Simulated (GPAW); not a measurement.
A run of GPAW 26.7.0:

run.py

```python
from ase.dft.bandgap import bandgap
from ase.io import write
from ase.spacegroup import crystal
from gpaw import GPAW, PW

# Cd 4a
# S 4c
atoms = crystal(['Cd', 'S'],
                basis=[[0.0, 0.0, 0.0],
                       [0.25, 0.25, 0.25]],
                spacegroup=216, setting=1,  # F-43m
                cellpar=[5.833, 5.833, 5.833, 90.0, 90.0, 90.0],
                primitive_cell=True)

calc = GPAW(mode=PW(600),
            xc='TB09',
            kpts={'size': (6, 6, 6), 'gamma': True},
            occupations={'name': 'fermi-dirac', 'width': 0.05},
            nbands=18,
            convergence={'density': 1e-05, 'energy': 1e-05},
            eigensolver='cg',
            maxiter=150,
            txt='gpaw.txt')
atoms.calc = calc
energy = atoms.get_potential_energy()
calc.write('gs.gpw')
write('result.traj', atoms)
print('Fermi level:', round(calc.get_fermi_level(), 4), 'eV')
print(f'Gap: {bandgap(calc)[0]:.4f} eV, direct: {bandgap(calc, direct=True)[0]:.4f} eV')
```

Potentials or basis: GPAW PAW data sets for LDA (gpaw-data 1.2.1), pw.

Launch:

```sh
$ OMP_NUM_THREADS=1 python run.py
```

Hardware: 1 thread of Arm Neoverse V1, with other jobs on the host.

**Question.** How long does it take, and how much memory?

**Answer.** Wall time 41 s on 1 thread of Arm Neoverse V1, with other jobs on the host, peak memory 0.27 GiB. Counts: scf iterations 38.
